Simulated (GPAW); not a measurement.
# Quasiparticle gap of CuI (Marshite) in GPAW, part 2 of 2

Wanted: ground state, empty states, screening and self-energy for CuI (Marshite).

GPAW 26.7.0; PBE and many-body steps on it, plane waves. Known limits of the many-body steps: not at the basis limit; d shell near the gap, gap tends to lie low; no spin-orbit coupling.

So far. Step 3 (Bands along the symmetry lines): The gap is 1.138 eV, as in the run before at this level. Step 4 (Empty states on the mesh, 4×4×4 mesh, 242 bands): On this mesh the gap is 1.138 eV.

The database entry behind the starting cell differs from later determinations by our own check (about 0.15 % long (mineral sample)), so it need not match the best structure at ambient conditions.

## 5. Screening and self-energy, 4×4×4 mesh, 232 bands, screening to 150 eV

G0W0 replaces the xc potential by the self-energy, built once from these orbitals. Only a window of levels is corrected, while the sums run over the empty bands that the input names.

This step: G0W0 on PBE, plane waves, PAW.

Contents of run.py:

```python
import json
import numpy as np
from gpaw.mpi import world
from gpaw.response.g0w0 import G0W0

gw = G0W0('full.gpw',
    filename='gw',
    kpts=[0],
    bands=(7, 11),
    ecut=150,
    nbands=232,
    integrate_gamma='WS',
    ppa=True)
gw.calculate()
res = {mode: {k: v for k, v in r.items() if k != 'sigma_eskwn'}
       for mode, r in gw.all_results.items()}

if world.rank == 0:
    with open('result.json', 'w') as f:
        json.dump(res, f, default=lambda x: x.tolist())
```

Command:

```console
$ mpirun -n 4 gpaw python run.py
```

Numbers of over 12 decimals in the logs are rounded to 6 here.

The log of the run:

```text
Using integrator: PointIntegrator
FrequencyGridDescriptor(from 0.000+0.000j to 0.000+27.211j eV, 2 points)
Nonperiodic BCs:  [False False False]
Using integrator: PointIntegrator
FrequencyGridDescriptor(from 0.000+0.000j to 0.000+27.211j eV, 2 points)
Nonperiodic BCs:  [False False False]
  ___  _ _ _
 |   || | | |
 | | || | | |
 |__ ||_____|
 |___|

BZ k-points: Symmetries present (total): 24

  [... matrices ...]
64 k-points: 4 x 4 x 4 Monkhorst-Pack grid + [1/8,1/8,1/8]
8 k-points in the irreducible part of the Brillouin zone
       k-points in crystal coordinates                weights
   0:     0.00000000    0.00000000    0.00000000          1/64
   1:     0.25000000    0.25000000    0.00000000          6/64
   2:     0.25000000    0.25000000    0.25000000          8/64
   3:     0.50000000    0.25000000   -0.25000000          6/64
   4:     0.50000000    0.25000000    0.25000000         12/64
   5:     0.50000000    0.50000000    0.00000000          3/64
   6:     0.50000000    0.50000000    0.25000000         24/64
   7:     0.50000000    0.50000000    0.50000000          4/64

Distributing spins, k-points and bands (1 x 1 x 4) over 4 processes
Number of blocks: 1

Quasi particle states:
k-points (IBZ indices): [0]
Band range: (7, 11)
  [... matrices ...]
Computational parameters:
Plane wave cut-off: 150 eV
Number of bands: 232
Coulomb cutoff: None
Broadening: 0.1 eV

fxc modes: GW
Kernel: RPA
Using Godby-Needs plasmon-pole approximation:
  Fitting energy: i*E0, E0 = 1.000 Hartree
Summing all q:

Calculating screened Coulomb potential
No Coulomb truncation
FrequencyGridDescriptor(from 0.000+0.000j to 0.000+27.211j eV, 2 points)
Removing empty qpoint cache files...

Calculating chi0 body with:
    Ground state adapter containing:
    Number of spins: 1
    Number of kpoints: 64
    Number of irreducible kpoints: 8
    Number of completely occupied states: 9
    Number of partially occupied states: 9
    Occupied states memory: 2.145767 M / cpu

    Linear response parametrization:
    q_c: [0.0, 0.0, 0.0]
    Number of frequency points: 2
    Planewave cutoff: 150.0
    Number of bands: 232
    Number of planewaves: 259
    Broadening (eta): 1e-06
    comm.size: 4
    kncomm.size: 4
    blockcomm.size: 1

    Memory estimate of potentially large arrays:
        chi0_wGG: 2.047150 M / cpu
Integrating chi0 body.

Symmetries of q_c:
    Direct symmetries (Uq -> q): 24
    Indirect symmetries (TUq -> q): 24
In total 48 allowed symmetries.

  [... matrices ...]
8 groups of equivalent kpoints. 87.5% reduction.

Integral kind: response function
Integrating chi0 head and wings.

Symmetries of q_c:
    Direct symmetries (Uq -> q): 24
    Indirect symmetries (TUq -> q): 24
In total 48 allowed symmetries.

  [... matrices ...]
8 groups of equivalent kpoints. 87.5% reduction.

Integral kind: response function wings

Calculating chi0 body with:
    Ground state adapter containing:
    Number of spins: 1
    Number of kpoints: 64
    Number of irreducible kpoints: 8
    Number of completely occupied states: 9
    Number of partially occupied states: 9
    Occupied states memory: 2.145767 M / cpu

[... the further q-points ...]

Results:
f:      Occupation numbers
eps:     KS-eigenvalues [eV]
vxc:     KS vxc [eV]
exx:     Exact exchange [eV]
sigma:   Self-energies [eV]
dsigma:  Self-energy derivatives
Z:       Renormalization factors
qp:      QP-energies [eV]

k-point 0 (0): (0.000, 0.000, 0.000)                GW
band       f     eps     vxc     exx   sigma  dsigma       Z      qp
                                                                   GW
   7   1.000   4.474 -30.038 -36.126   5.369  -0.352   0.740   3.943
   8   1.000   4.474 -30.038 -36.126   5.369  -0.352   0.740   3.943
   9   0.000   5.612 -12.444  -8.089  -3.914  -0.232   0.812   5.970
  10   0.000   9.359 -11.141  -6.681  -4.183  -0.243   0.805   9.582
```

It took 46 s on 4 MPI ranks of Intel Xeon 6975P-C (Granite Rapids), shared host; peak memory 1.5 GiB.

This step gave:

| Quantity | Value |
| --- | --- |
| G0W0 gap on the points computed | 2.027 eV |
| least direct G0W0 gap on the computed points | 2.027 eV |
| Z at the valence top | 0.7398 |
| Z at the conduction bottom | 0.8118 |
| starting gap on the mesh | 1.138 eV |
| k of the valence top | 0, 0, 0 |
| k of the conduction bottom | 0, 0, 0 |

The gap on the mesh goes from 1.14 eV to 2.03 eV, a correction of +0.89 eV.

Limits: finite bands, cutoff and mesh; d shell near the gap, gap tends to lie low; no spin-orbit coupling. v1 is the top filled band, c1 the lowest empty one. Levels before and after the correction, in eV, zero at the valence-band top of each column:

```tsv
	conduction bottom	valence top
Kohn-Sham	1.14	0.00
G0W0	2.03	0.00
```

```tsv
	level	energy (eV)
Kohn-Sham	Γ v2-v1	0.000
Kohn-Sham	Γ c1	1.137
Kohn-Sham	Γ c2	4.884
G0W0	Γ v2-v1	0.000
G0W0	Γ c1	2.027
G0W0	Γ c2	5.639
```

## 6. Where the time went

Times are wall times on 4 MPI ranks of Intel Xeon 6975P-C (Granite Rapids), shared host, good to a factor of about two.

```tsv
step	time	share	memory (GiB)
ground state	4 s	6 %	0.62
bands along the symmetry lines	5.2 s	8 %	0.75
empty states on the mesh	9.3 s	15 %	1.8
screening and self-energy	46 s	71 %	1.5
```

## 7. Summary of results

| Item | Value |
| --- | --- |
| PBE gap | 1.14 eV, direct |
| G0W0 gap on the mesh | 2.03 eV |
| GW settings | 4×4×4 mesh, 232 bands, screening to 150 eV, Godby-Needs plasmon pole |
| known limits | not at the basis limit; d shell near the gap, gap tends to lie low; no spin-orbit coupling |

**Reading.** G0W0 moves the gap on the mesh from 1.14 eV to 2.03 eV (+0.89 eV), with Z of 0.74 and 0.81 at the edges. Only 1 of the mesh's irreducible points was corrected, so a valley elsewhere could overtake. The dearest step here is «screening and self-energy». Bands and cutoff are finite, so the gap is not at the basis limit. The miss can reach some tenths of an eV and take either sign; the mesh is an error of its own. These stock PAW sets were not made for GW; the filled d or f shell of I lies in the frozen core, which bears on start and correction. In the G0W0 run levels were corrected at 1 k point alone, so a gap called «on the mesh» is the least over those, and an edge elsewhere would be missed. A d shell, filled or nearly so, lies near the gap. One-shot GW converges very slowly in bands there, not always from below, and on a semilocal start the gap tends to come out low; starts rich in exact exchange can overshoot instead. The many-body steps are scalar-relativistic: spin-orbit coupling is not in them.

[Paths, hosts, dates, memory and timing lines, banners, echoed tables and standing remarks are left out of the program output.]

[Logs are printed without paths, hosts, clocks, repeated set-up lines and the standing remarks that a program may print on its own settings, such as how far it seeks lower states.]

[Runs of the session that timed out or met a known fault of the program may be left out.]

[Hosts, paths, dates, database ids (printed as entryN), source tags and the programs' standing remarks are cut or masked in the printed files.]
